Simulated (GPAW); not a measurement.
Input of a GPAW 26.7.0 run:

File run.py:

```python
import numpy as np
from ase.dft.bandgap import bandgap
from ase.io import read, write
from ase.units import GPa
from gpaw import GPAW, PW
from gpaw.spinorbit import soc_eigenstates

atoms = read('ZrSe2.xyz')

calc = GPAW(mode=PW(600),
            xc='LDA',
            kpts={'size': (6, 6, 3), 'gamma': True},
            occupations={'name': 'fermi-dirac', 'width': 0.05},
            nbands=24,
            convergence={'density': 1e-05, 'energy': 1e-05},
            maxiter=150,
            txt='gpaw.txt')
atoms.calc = calc
energy = atoms.get_potential_energy()
forces = atoms.get_forces()
stress = atoms.get_stress()
calc.write('gs.gpw')
write('result.traj', atoms)
print(f'Energy: {energy:.6f} eV')
print('Forces (eV/A):')
print(forces.round(4))
print('Stress (GPa):', (stress / GPa).round(3))
print('Fermi level:', round(calc.get_fermi_level(), 4), 'eV')
print(f'Gap: {bandgap(calc)[0]:.4f} eV, direct: {bandgap(calc, direct=True)[0]:.4f} eV')

path = atoms.cell.bandpath('GMKGALHA,LM,KH', npoints=100, eps=1e-4)
bs_calc = calc.fixed_density(kpts=path, symmetry='off', nbands=39,
                             convergence={'bands': 'CBM+6.0', 'eigenstates': 1e-6}, txt='bands.txt')
bs = bs_calc.band_structure()
bs.write('bs.json')
print(f'Gap on the path: {bandgap(bs_calc)[0]:.4f} eV')

soc = soc_eigenstates(bs_calc, theta=90, phi=0)
np.savetxt('soc_bands.dat', soc.eigenvalues(), fmt='%.4f')
mesh = soc_eigenstates('gs.gpw', theta=90, phi=0)
np.savetxt('soc_mesh.dat', mesh.eigenvalues(), fmt='%.4f')
print('Fermi level with spin-orbit coupling:', round(mesh.fermi_level, 4), 'eV')
```

ZrSe2.xyz

```xyz
3
Lattice="3.7980000000 0.0000000000 0.0000000000 -1.8990000000 3.2891644836 0.0000000000 0.0000000000 0.0000000000 6.1920000000" Properties=species:S:1:pos:R:3 pbc="T T T"
Zr     0.0000000000      0.0000000000      0.0000000000
Se     1.8990000002      1.0963881611      4.6440000000
Se    -0.0000000002      2.1927763225      1.5480000000
```

Potentials or basis: the program's PAW data sets (release 1.2.1) made for this functional, pw.

The run is started by

```bash
$ OMP_NUM_THREADS=1 python run.py
```

(1) What does it give for the band gap along the path?

(2) Predict the largest force.

## Answers

(1) 0.14 eV, indirect (least direct gap 0.81 eV).

(2) 0.128 eV/Å.

Caveat: spin-orbit coupling was added after a scalar SCF, so levels and gaps hold it while energy, forces, pressure and moments don't; this program's spin-orbit splittings come out too wide for heavy elements; the mesh misses the band edges, which the band path finds closer together.

**Measured values to compare with.**

“Stress-Tuned Optical Transitions in Layered 1T-MX2 (M= Hf, Zr, Sn; X= S, Se) Crystals”, 2022, arxiv:2210.12074 quotes, for a bulk crystal of ZrSe2: band gap 1.2 eV (indirect).

Measured gap of ZrSe2: 1.2 eV (indirect; quoted in “Stress-Tuned Optical Transitions in Layered 1T-MX2 (M= Hf, Zr, Sn; X= S, Se) Crystals”, 2022, arxiv:2210.12074). This calculation gives 0.14 eV (-1.06 eV). So large a miss can be the level of theory's own, or it may mean another phase, state or a wrong row. The value is that of LDA, without temperature or zero-point motion. Semilocal functionals fall short of measured gaps as a rule.
